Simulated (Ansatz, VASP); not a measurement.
## ZnS: VASP beside Ansatz

POSCAR

```
ZnS
1.0
   -3.8109987816      0.0000000000      0.0000000000
   -1.9054993908     -3.3004217586      0.0000000000
    0.0000000000      0.0000000000     12.4680000000
Zn S
4 4
Direct
    0.3333333333      0.3333333333      0.0000000000
    0.3333333333      0.3333333333      0.5000000000
    0.6666666667      0.6666666667      0.2500000000
    0.6666666667      0.6666666667      0.7500000000
    0.3333333333      0.3333333333      0.1925000000
    0.3333333333      0.3333333333      0.6925000000
    0.6666666667      0.6666666667      0.4425000000
    0.6666666667      0.6666666667      0.9425000000
```

File INCAR.step1:

```
ALGO = Normal ; EDIFF = 1E-4
ENCUT = 520 ; GGA = PE
ISMEAR = 0 ; LASPH = True
LCHARG = False ; LREAL = False
LWAVE = True ; NBANDS = 46
NELM = 100 ; PREC = Accurate
SIGMA = 0.05
```

INCAR.step2

```
ALGO = Normal ; EDIFF = 1E-7
ENCUT = 520 ; ISIF = 2
ISMEAR = 0 ; ISTART = 1
LASPH = True ; LCHARG = False
LMIXTAU = True ; LREAL = False
LWAVE = False ; METAGGA = R2SCAN
NBANDS = 46 ; NELM = 100
PREC = Accurate ; SIGMA = 0.05
```

Contents of KPOINTS:

```
k-points
0
Gamma
  7 7 2
```

Input for Ansatz:

```yaml
crystal:
  lattice:
    - [-3.8109987816, 0.0, 0.0]
    - [-1.9054993908, -3.3004217586, 0.0]
    - [0.0, 0.0, 12.468]
  atoms:
    - { symbol: Zn, position: [0.3333333333, 0.3333333333, 0.0] }
    - { symbol: Zn, position: [0.3333333333, 0.3333333333, 0.5] }
    - { symbol: Zn, position: [0.6666666667, 0.6666666667, 0.25] }
    - { symbol: Zn, position: [0.6666666667, 0.6666666667, 0.75] }
    - { symbol: S, position: [0.3333333333, 0.3333333333, 0.1925] }
    - { symbol: S, position: [0.3333333333, 0.3333333333, 0.6925] }
    - { symbol: S, position: [0.6666666667, 0.6666666667, 0.4425] }
    - { symbol: S, position: [0.6666666667, 0.6666666667, 0.9425] }
basis:
  ecutwfc: 500
kpoints:
  mp_grid: { grid: [7, 7, 2] }
hamiltonian:
  xc: r2scan
scf:
  occupations: { method: gaussian, width: 0.05 }
output:
  forces: true
  stress: true
  eigenvalues: true
  write_density: true
  write_potential: true
  elf: true
  volumetric_format: npy
```

Alike in both runs: task single point; functional r2SCAN; k mesh 7 × 7 × 2; occupations gaussian, width 0.05 eV; no spin polarisation.

```csv
,VASP,Ansatz
version,VASP 6.6.1,Ansatz 0.2.0
potentials or method,"VASP PAW PBE potentials, release 64 (Zn, S)","scalar-relativistic, plane waves, PAW"
plane-wave cutoff (eV),520,500
valence electrons in the cell,72,72
```

|  | VASP | Ansatz | Ansatz less VASP |
| --- | --- | --- | --- |
| gap on the k mesh at the Fermi level (eV) | 2.83 | 2.82 | -0.009 |
| least direct gap on the mesh (eV) | 2.83 | 2.82 | -0.009 |
| pressure (GPa) | 0.2 | 0.1 | -0.06 |
| largest component of the traceless stress (GPa) | 1.28 | 1.27 | -0.011 |
| rms of the force components (eV/Å) | 0.184 | 0.183 | -0.0006 |

Atom by atom the forces differ by 0.001 eV/Å (rms over components).

Caveats: the PAW data sets were made with another functional, which shifts forces and pressure a little (VASP).
